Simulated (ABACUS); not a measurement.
ZnS: band structure with SCAN

**Measured values to compare with.**

From “Electronic, vibrational, and thermodynamic properties of ZnS (zincblende and rocksalt structure)”, 2009, arxiv:0911.5022, for a bulk crystal of ZnS at 19 K: band gap 3.85 eV (direct).

Crystal: ZnS.

```
Zn S
1.0
     0.00000    2.70200    2.70200
     2.70200    0.00000    2.70200
     2.70200    2.70200    0.00000
Zn S
1 1
Direct
  0.75000 0.75000 0.75000
  0.00000 0.00000 0.00000
```

| Property | Result |
| --- | --- |
| Program | ABACUS 3.10.1 |
| Task | band structure |
| Functional | SCAN |
| Potentials or basis | SG15 ONCV 1.2 PBE |
| Cutoff | 1361 eV |
| Density cutoff | 5442 eV |
| Basis | DZP LCAO (the cutoffs set its grid) |
| Occupations | fermi-dirac, width 0.05 eV |
| Spin | no spin polarisation |
| Orbital files | Zn Zn_confined-atom_7au_3s2p2d1f.orb, S S_confined-atom_7au_2s2p1d.orb |
| Radial cutoff of the potentials (pseudo_rcut) | 10 bohr |
| Density | read from an earlier self-consistent run |
| Path | G-X-W-K-G-L-U-W-L-K, U-X |
| Points for each segment of the path | 10 |
| SCF threshold on the density | 1e-07 |
| Max SCF steps | 100 |
| Eigensolver | genelpa |
| Mixing | broyden |
| Mixing share | 0.7 |
| Symmetry key | -1 |
| Bands | 23 |

```json
{
 "Band gap along the path": "2.72 eV, direct"
}
```

Levels at the corners of the path, in eV from the Fermi level:
```
point  band 9  band 10  band 11  band 12  band 13  band 14  band 15  band 16  band 17  band 18
    Γ   -7.59    -7.59    -1.41    -1.41    -1.41     1.31     5.67     5.67     5.67    11.07
    X   -7.51    -7.36    -6.06    -3.67    -3.67     2.58     3.16    10.49    11.67    11.67
    W   -7.63    -7.19    -6.03    -4.20    -4.18     4.88     5.26     7.38     7.56    12.07
    K   -7.55    -7.24    -6.07    -4.58    -3.24     3.29     5.20     8.78     9.24    10.34
    Γ   -7.59    -7.59    -1.41    -1.41    -1.41     1.31     5.67     5.67     5.67    11.07
    L   -7.56    -7.38    -6.78    -2.29    -2.29     2.46     6.13     6.13     8.57    12.78
    U   -7.55    -7.24    -6.07    -4.58    -3.24     3.29     5.20     8.78     9.24    10.34
    W   -7.63    -7.19    -6.03    -4.20    -4.18     4.88     5.26     7.38     7.56    12.07
    L   -7.56    -7.38    -6.78    -2.29    -2.29     2.46     6.13     6.13     8.57    12.78
    K   -7.55    -7.24    -6.07    -4.58    -3.24     3.29     5.20     8.78     9.24    10.34
    U   -7.55    -7.24    -6.07    -4.58    -3.24     3.29     5.20     8.78     9.24    10.34
    X   -7.51    -7.36    -6.06    -3.67    -3.67     2.58     3.16    10.49    11.67    11.67
```

Wall time 2.3 s on 4 MPI ranks on AMD EPYC 7R43 64-Core Processor (Zen 3), with other jobs on the host, peak memory 0.4 GiB a rank.

Measured gap of ZnS: 3.85 eV (direct; 19 K; quoted in “Electronic, vibrational, and thermodynamic properties of ZnS (zincblende and rocksalt structure)”, 2009, arxiv:0911.5022). This calculation gives 2.72 eV (-1.13 eV). The value is that of SCAN in an atomic basis (SG15 ONCV 1.2 PBE, DZP LCAO (the cutoffs set its grid)), whose error adds to the functional's,, without temperature or zero-point motion.

Caveat: the atomic orbitals were generated for these runs and aren't a published set; the density is read from an earlier self-consistent run, whose mesh may be coarse; the basis of atomic orbitals isn't converged, which shifts pressures, moduli and gaps.
